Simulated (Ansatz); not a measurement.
# Ni (Fm-3m) in Ansatz: convergence with wavefunction cutoff

Aim: find how far wavefunction cutoff must go before the results for Ni settle, at PBE. This setting moves, with any that are tied to it; all else stays.

Everything below comes from runs of Ansatz 0.2.0. Logs are shortened: lines on timing, memory, paths and dates and some standing lists are left out, and cuts for length are marked.

## 1. The crystal as given

The structure is cubic, space group Fm-3m (No. 225). The conventional cell has a = 3.475 Å, b = 3.475 Å, c = 3.475 Å, α = 90.00°, β = 90.00°, γ = 90.00°. Ni (site symmetry m-3m) is surrounded by 12 Ni at 2.46 Å.

## 2. With wavefunction cutoff 400 eV

File input.yaml:

```yaml
crystal:
  lattice:
    - [0.0, 1.737572933, 1.737572933]
    - [1.737572933, 0.0, 1.737572933]
    - [1.737572933, 1.737572933, 0.0]
  atoms:
    - { symbol: Ni, position: [0.0, 0.0, 0.0], spin: 1.0 }
hamiltonian:
  xc: pbe
  pseudopotentials: { kind: nc, accuracy: standard }
magnetization:
  spin_polarized: true
kpoints:
  mp_grid: { grid: [11, 11, 11] }
scf:
  occupations: { method: methfessel_paxton, width: 0.1 }
output:
  forces: true
  stress: true
  eigenvalues: true
basis:
  ecutwfc: "400 eV"
```

Potentials or basis: PseudoDojo standard (PBE files).

On the command line:

```console
$ ansatz run input.yaml --threads 2 --pin off --max-ram 5632MiB --backend cpu --events-out ev --progress --plain --runs-dir out
```

Run time: 0.99 s. Hardware: 2 threads of Arm Neoverse V2, shared host; peak memory 0.21 GiB.

Results:

```yaml
Free_energy: -4381.2997 eV
Pressure: -109.4 GPa
Band_gap_on_the_k_mesh: none (metal or under the smearing width)
Net_moment: 0.00 μB per cell
Absolute_moment: 0.00 μB per cell
```

## 3. With wavefunction cutoff 500 eV

Edit input.yaml of step 2 so:

```diff
@@ -21,2 +21,2 @@
 basis:
-  ecutwfc: "400 eV"
+  ecutwfc: "500 eV"
```

Potentials or basis: PseudoDojo standard (PBE files).

On the command line:

```console
$ ansatz run input.yaml --threads 2 --pin off --max-ram 5632MiB --backend cpu --events-out ev --progress --plain --runs-dir out
```

Run time: 0.95 s. Hardware: 2 threads of Arm Neoverse V2, shared host; peak memory 0.22 GiB.

Results:

```
Free energy            : -4473.7804 eV
Pressure               : 82.7 GPa
Band gap on the k mesh : none (metal or under the smearing width)
Net moment             : 0.00 μB per cell
Absolute moment        : 0.00 μB per cell
```

## 4. With wavefunction cutoff 600 eV

Edit input.yaml of step 3 so:

```diff
@@ -21,2 +21,2 @@
 basis:
-  ecutwfc: "500 eV"
+  ecutwfc: "600 eV"
```

On the command line:

```console
$ ansatz run input.yaml --threads 2 --pin off --max-ram 5632MiB --backend cpu --events-out ev --progress --plain --runs-dir out
```

Wall time 1.4 s (2 threads of Arm Neoverse V2, shared host); peak memory 0.23 GiB.

What came out:

```yaml
Free_energy: -4523.5834 eV
Pressure: -32.7 GPa
Band_gap_on_the_k_mesh: none (metal or under the smearing width)
Net_moment: 0.00 μB per cell
Absolute_moment: 0.00 μB per cell
```

## 5. With wavefunction cutoff 700 eV

Edit input.yaml of step 4 so:

```diff
@@ -21,2 +21,2 @@
 basis:
-  ecutwfc: "600 eV"
+  ecutwfc: "700 eV"
```

On the command line:

```console
$ ansatz run input.yaml --threads 2 --pin off --max-ram 5632MiB --backend cpu --events-out ev --progress --plain --runs-dir out
```

Run time: 1.1 s. Hardware: 2 threads of Arm Neoverse V2, shared host; peak memory 0.24 GiB.

Results:

| Item | Value |
| --- | --- |
| Free energy | -4548.3627 eV |
| Pressure | 10.9 GPa |
| Band gap on the k mesh | none (metal or under the smearing width) |
| Net moment | 0.57 μB per cell |
| Absolute moment | 0.66 μB per cell |
| Site moments | Ni +0.61 μB |

## 6. With wavefunction cutoff 850 eV

Edit input.yaml of step 5 so:

```diff
@@ -21,2 +21,2 @@
 basis:
-  ecutwfc: "700 eV"
+  ecutwfc: "850 eV"
```

Potentials or basis: PseudoDojo standard (PBE files).

On the command line:

```console
$ ansatz run input.yaml --threads 2 --pin off --max-ram 5632MiB --backend cpu --events-out ev --progress --plain --runs-dir out
```

It took 1.2 s on 2 threads of Arm Neoverse V2, shared host; peak memory 0.25 GiB.

The run converged. Its results:

```yaml
Free_energy: -4562.4230 eV
Pressure: 1.1 GPa
Band_gap_on_the_k_mesh: none (metal or under the smearing width)
Net_moment: 0.58 μB per cell
Absolute_moment: 0.68 μB per cell
Site_moments: Ni +0.62 μB
```

## 7. With wavefunction cutoff 1000 eV

Edit input.yaml of step 6 so:

```diff
@@ -21,2 +21,2 @@
 basis:
-  ecutwfc: "850 eV"
+  ecutwfc: "1000 eV"
```

On the command line:

```console
$ ansatz run input.yaml --threads 2 --pin off --max-ram 5632MiB --backend cpu --events-out ev --progress --plain --runs-dir out
```

Run time: 1.7 s. Hardware: 2 threads of Arm Neoverse V2, shared host; peak memory 0.26 GiB.

It converged, with:

- Free energy: -4565.3801 eV
- Pressure: 7.7 GPa
- Band gap on the k mesh: none (metal or under the smearing width)
- Net moment: 0.58 μB per cell
- Absolute moment: 0.68 μB per cell
- Site moments: Ni +0.62 μB

## 8. With wavefunction cutoff 1200 eV

Edit input.yaml of step 7 so:

```diff
@@ -21,2 +21,2 @@
 basis:
-  ecutwfc: "1000 eV"
+  ecutwfc: "1200 eV"
```

On the command line:

```console
$ ansatz run input.yaml --threads 2 --pin off --max-ram 5632MiB --backend cpu --events-out ev --progress --plain --runs-dir out
```

It took 1.7 s on 2 threads of Arm Neoverse V2, shared host; peak memory 0.28 GiB.

It converged, with:

```
Free energy            : -4565.7981 eV
Pressure               : 7.6 GPa
Band gap on the k mesh : none (metal or under the smearing width)
Net moment             : 0.58 μB per cell
Absolute moment        : 0.68 μB per cell
Site moments           : Ni +0.62 μB
```

## 9. With wavefunction cutoff 1400 eV

Edit input.yaml of step 8 so:

```diff
@@ -21,2 +21,2 @@
 basis:
-  ecutwfc: "1200 eV"
+  ecutwfc: "1400 eV"
```

Potentials or basis: PseudoDojo standard (PBE files).

On the command line:

```console
$ ansatz run input.yaml --threads 2 --pin off --max-ram 5632MiB --backend cpu --events-out ev --progress --plain --runs-dir out
```

It took 2.4 s on 2 threads of Arm Neoverse V2, shared host; peak memory 0.29 GiB.

The run converged. Its results:

```
Free energy            : -4565.8058 eV
Pressure               : 7.6 GPa
Band gap on the k mesh : none (metal or under the smearing width)
Net moment             : 0.58 μB per cell
Absolute moment        : 0.68 μB per cell
Site moments           : Ni +0.62 μB
```

## 10. With wavefunction cutoff 1700 eV

Edit input.yaml of step 9 so:

```diff
@@ -21,2 +21,2 @@
 basis:
-  ecutwfc: "1400 eV"
+  ecutwfc: "1700 eV"
```

Potentials or basis: PseudoDojo standard (PBE files).

On the command line:

```console
$ ansatz run input.yaml --threads 2 --pin off --max-ram 5632MiB --backend cpu --events-out ev --progress --plain --runs-dir out
```

Standard output:

```text
Warning: RAYON_NUM_THREADS=2 ignored (pool sized by the plan → 2); use --threads N
Engine: ansatz 0.2.0, aarch64-unknown-linux-gnu
Pseudopotentials: kind: nc
Pseudopotential: Ni, nc, valence charge 18, recommended cutoff 1333.357926 eV (normal), Ni.nc.azcp (PseudoDojo's, or run here from an input of PseudoDojo's; its table is named by hamiltonian.pseudopotentials.accuracy)
Functional definition: PBE
  parameter kappa = 0.804
  parameter beta = 0.06672455060314922
  exchange = pbe_x(kappa = kappa, mu = beta*pi^2/3)
  correlation = pbe_c(beta = beta)
Crystal: 1 atoms, lattice volume = 10.492 Å³
Basis set: ecut = 1700 eV, 1687 PW (Γ), exchange–correlation on 72×72×72 points (8 copies of the dense FFT grid, shifted against one another)
Bands: 14, of which v1, the nominal top of the filled ones, is band 9 counted from 1 (8 counted from 0)
Symmetry: 48 space group operations
Space group: Fm-3m (ITA 225), of the structure as read, at distance tolerance 2.2e-5 Å
Magnetic group: BNS 225.116 (UNI 1618), of the structure as read, at distance tolerance 2.2e-5 Å
k-points: 56 of 1331
Non-local potential: Ni, projectors of the file, l = 0: 2, l = 1: 2, l = 2: 2
Initial density: superposition of atomic densities (chi_scale 0.1, normalization cell)
Starting moments: Σ|m| = 1 μB on 1 of 1 site
Initial wavefunctions: pseudopotential atomic-orbital guess
Functional: x = pbe(κ = 0.804, μ = 0.2195149727645171), c = pbe(β = 0.06672455060314922)
iter 1 solved again at ethr=1.67e-4 eV; its pass at ethr=3.10e-3 eV (dr2=3.00e-2 eV) is discarded
SCF iter   1: F=—  HF=-4565.769209 eV  |F-HF|=—  |Δ(HF+E_count)|=         —  Δρ=5.81e-2 (↑5.70e-2 ↓5.81e-2)  dr2=3.01e-2  dr2_m=2.63e-1  M=0.612 μB ∫|m|=0.665 μB  β_m=0.30  ethr=1.67e-4  ⟨swp⟩=1.0  Hψ=11197  notcnv=0
preconditioner: auto → none  [metal: Δε(μ)=0.019 eV  Ē_g=17.262 eV  σ=0.100 eV  W_gap=0.16  n_scr=0 (ndim 8)  ℏωp=36.3 eV  f_vac=0.000  D(μ)=1.62/eV (n_scr^D=26)]
SCF iter   2: F=—  HF=-4565.784696 eV  |F-HF|=—  |Δ(HF+E_count)|=   1.55e-2  S|Δr|=    0.00e0  Δρ=4.23e-2 (↑4.23e-2 ↓3.96e-2)  dr2=1.00e-2  dr2_m=1.35e-1  M=0.605 μB ∫|m|=0.670 μB  β_m=0.30  ethr=1.67e-4  ⟨swp⟩=1.0  Hψ=1568  notcnv=0
spin-set hold released at iteration 2 (site moments show no strong build): the magnetisation degrees of freedom join the quasi-Newton model from the next iteration; the mixer history was kept
SCF iter   3: F=—  HF=-4565.793744 eV  |F-HF|=—  |Δ(HF+E_count)|=   9.05e-3  S|Δr|=    0.00e0  Δρ=2.82e-2 (↑2.76e-2 ↓2.82e-2)  dr2=2.13e-3  dr2_m=6.88e-2  M=0.602 μB ∫|m|=0.674 μB  β_m=0.06  ethr=5.56e-5  ⟨swp⟩=1.5  Hψ=1933  notcnv=0
SCF iter   4: F=—  HF=-4565.797327 eV  |F-HF|=—  |Δ(HF+E_count)|=   3.58e-3  S|Δr|=    0.00e0  Δρ=2.29e-2 (↑2.25e-2 ↓2.29e-2)  dr2=1.04e-3  dr2_m=4.65e-2  M=0.600 μB ∫|m|=0.676 μB  β_m=0.40  ethr=1.18e-5  ⟨swp⟩=1.0  Hψ=1568  notcnv=0
SCF iter   5: F=—  HF=-4565.805577 eV  |F-HF|=—  |Δ(HF+E_count)|=   8.25e-3  S|Δr|=    0.00e0  Δρ=6.21e-3 (↑5.66e-3 ↓6.21e-3)  dr2=1.33e-4  dr2_m=3.03e-3  M=0.589 μB ∫|m|=0.683 μB  β_m=0.55  ethr=5.76e-6  ⟨swp⟩=2.0  Hψ=2596  notcnv=0
SCF iter   6: F=—  HF=-4565.806240 eV  |F-HF|=—  |Δ(HF+E_count)|=   6.64e-4  S|Δr|=    0.00e0  Δρ=8.82e-4 (↑6.15e-4 ↓8.82e-4)  dr2=2.11e-6  dr2_m=5.17e-5  M=0.583 μB ∫|m|=0.683 μB  β_m=0.78  ethr=7.38e-7  ⟨swp⟩=2.0  Hψ=2684  notcnv=0
SCF iter   7: F=—  HF=-4565.806273 eV  |F-HF|=—  |Δ(HF+E_count)|=   3.29e-5  S|Δr|=    0.00e0  Δρ=1.69e-4 (↑1.69e-4 ↓1.55e-4)  dr2=2.44e-8  dr2_m=2.50e-6  M=0.581 μB ∫|m|=0.682 μB  β_m=0.73  ethr=1.17e-8  ⟨swp⟩=2.0  Hψ=2626  notcnv=0
SCF iter   8: F=—  HF=-4565.806274 eV  |F-HF|=—  |Δ(HF+E_count)|=   8.59e-7  S|Δr|=    0.00e0  Δρ=6.29e-5 (↑3.75e-5 ↓6.29e-5)  dr2=4.71e-8  dr2_m=2.18e-7  M=0.582 μB ∫|m|=0.682 μB  β_m=0.87  ethr=1.35e-10  ⟨swp⟩=5.4  Hψ=6836  notcnv=0
SCF iter   9: F=-4565.806274 eV  HF=-4565.806274 eV  |F-HF|=1.97e-9  |Δ(HF+E_count)|=   1.00e-7  S|Δr|=    0.00e0  Δρ=3.57e-6 (↑3.57e-6 ↓3.25e-6)  dr2=2.31e-9  dr2_m=6.54e-11  M=0.582 μB ∫|m|=0.682 μB  ethr=1.35e-10  ⟨swp⟩=4.1  Hψ=4651  notcnv=0
SCF 1 converged in 9 iterations: F = -4565.806274 eV  dr2 = 2.31e-9
this state was not tested for a lower state beside it, because cold or Methfessel-Paxton smearing, or corrected tetrahedra, fill the levels in a way that the test cannot read (fill_not_monotonic; see scf.lower_state_search)
SCF converged after 9 iterations
Magnetization: 0.5817 μB (9.2909 up, 8.7091 down)
Absolute magnetization: 0.6824 μB (∫|ρ↑−ρ↓|)
Spin contamination: 0.0066 ħ² per cell (⟨S²⟩ above its minimum at these occupations)
Per-site moments (μB) at R_I (Å): [(0.623721156752604, 1.0136359230776613)]
Free energy (F): -4565.806274 eV
Harris-Foulkes:  -4565.806274 eV  (|F-HF|=1.97e-9)
Internal energy: -4565.806974 eV  (E = F + TS)
E sigma→0 (E₀):  -4565.806449 eV
Entropy (-TS):   0.000700 eV (0.700 meV/atom)
Fermi energy:    19.470626 eV
--- Per-component energies (eV) ---
  E_band       = -263.073661
  E_kinetic    = 2149.489140
  E_local      = -3580.121363  (includes V_loc(G=0)·N_el)
  E_nonlocal   = -720.289225
  E_hartree    = 1246.094424
  E_xc         = -583.324124
  E_vxc        = -604.337811  (∫ρ·V_xc dr)
  E_ewald      = -3077.655828
  E_smearing   = 0.000700  (= −TS)
  E_closure    = 0.000000  (closes the sum)
  Σ components = -4565.806274   (vs F -4565.806274, Δ=0.00e0)
--- Forces (eV/Å), atoms counted from 1 ---
  atom   1  Ni     0.00000000     0.00000000    -0.00000000
  max |Σ_I F_I| component: 3.29e-31 eV/Å
--- Stress (GPa, compression-positive) ---
        7.640829       0.000000       0.000000
       -0.000000       7.640829      -0.000000
       -0.000000       0.000000       7.640829
  P = ⅓ Tr σ = 7.6408 GPa (76.408 kbar)
--- Band table (eV; the first three rows and the last of 112) ---
  k-point 0 ↑: bands = ["-84.2408", "-44.5017", "-44.5017", "-44.5017", "10.1160", "16.8974", "16.8974", "16.8974", "18.1593", "18.1593", "43.3257", "47.5182", "47.5182", "47.5182"]
  k-point 1 ↑: bands = ["-84.2377", "-44.5217", "-44.5045", "-44.5045", "10.4467", "16.8110", "16.9705", "16.9705", "18.1295", "18.1295", "42.0212", "44.9209", "46.8121", "46.8121"]
  k-point 2 ↑: bands = ["-84.2293", "-44.5751", "-44.5122", "-44.5122", "11.3936", "16.6230", "17.1107", "17.1107", "18.1160", "18.1160", "37.6507", "44.0540", "45.8533", "45.8533"]
  k-point 55 ↓: bands = ["-83.5073", "-43.9408", "-43.9269", "-43.8554", "15.8777", "16.5579", "17.0362", "18.6682", "19.7832", "26.9710", "27.0237", "30.1240", "32.1050", "47.9929"]
```

Wall time 3.2 s (2 threads of Arm Neoverse V2, shared host); peak memory 0.34 GiB.

Results:

* Free energy: -4565.8063 eV
* Pressure: 7.6 GPa
* Band gap on the k mesh: none (metal or under the smearing width)
* Net moment: 0.58 μB per cell
* Absolute moment: 0.68 μB per cell
* Site moments: Ni +0.62 μB

## 11. Summary

```tsv
wavefunction cutoff	energy less the tightest run, at zero smearing (meV/atom)	pressure (GPa)	absolute moment (μB)	SCF cycles	CPU time (s)	peak memory (GiB)
400 eV	184506.68	-109.37	0.00	16	1.8	0.21
500 eV	92026.16	82.71	0.00	14	1.7	0.22
600 eV	42222.49	-32.66	0.00	16	2.5	0.23
700 eV	17443.41	10.89	0.66	9	2	0.24
850 eV	3383.18	1.15	0.68	9	2.2	0.25
1000 eV	426.18	7.74	0.68	11	3.2	0.26
1200 eV	8.16	7.62	0.68	9	3.1	0.28
1400 eV	0.49	7.64	0.68	9	4.4	0.29
1700 eV	0.00	7.64	0.68	9	6.2	0.34
```

Against the tightest run, the energy stays within 1 meV/atom from 1400 eV on; the pressure stays within 0.1 GPa from 1000 eV on; the absolute moment stays within 0.02 μB from 700 eV on. The tightest run that finished is the yardstick and may itself not be fully converged.
